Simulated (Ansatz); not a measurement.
# ScAl3: stable or not

It was relaxed at this level from a Materials Project cell.

The calculation used DFT PBE, scalar-relativistic, plane waves, PAW (Ansatz). Plane waves to 420 eV, a 12×12×12 mesh through Γ for the 4-atom cell and 0.10 eV Gaussian smearing; no spin polarisation.

```cif
data_structure
_symmetry_space_group_name_H-M 'Pm-3m'
_symmetry_Int_Tables_number 221
_cell_length_a 4.1059
_cell_length_b 4.1059
_cell_length_c 4.1059
_cell_angle_alpha 90.000
_cell_angle_beta 90.000
_cell_angle_gamma 90.000
_cell_volume 69.22
loop_
_atom_site_label
_atom_site_type_symbol
_atom_site_symmetry_multiplicity
_atom_site_Wyckoff_symbol
_atom_site_fract_x
_atom_site_fract_y
_atom_site_fract_z
_atom_site_occupancy
Sc1 Sc 1 a 0.00000 0.00000 0.00000 1
Al1 Al 3 c 0.50000 0.00000 0.50000 1
```

Formation energies are uncorrected and refer to the elements' standard structures at the same level.

Question: These tests were run: energy against the elements; random kick, then relaxation without symmetry; phonons on a 2×2×2 q mesh. What do they show?

Answer:

| test | result |
| --- | --- |
| energy against the elements | −0.45 eV/atom |
| random kick, then relaxation without symmetry | returns |
| phonons on a 2×2×2 q mesh | no imaginary mode on the mesh |

It fails none of these tests. Competing phases weren't compared here.

The kick test ran on a coarse mesh. The run for the phonons used a 12×12×12 k mesh and Fermi–Dirac smearing of 0.15 eV.
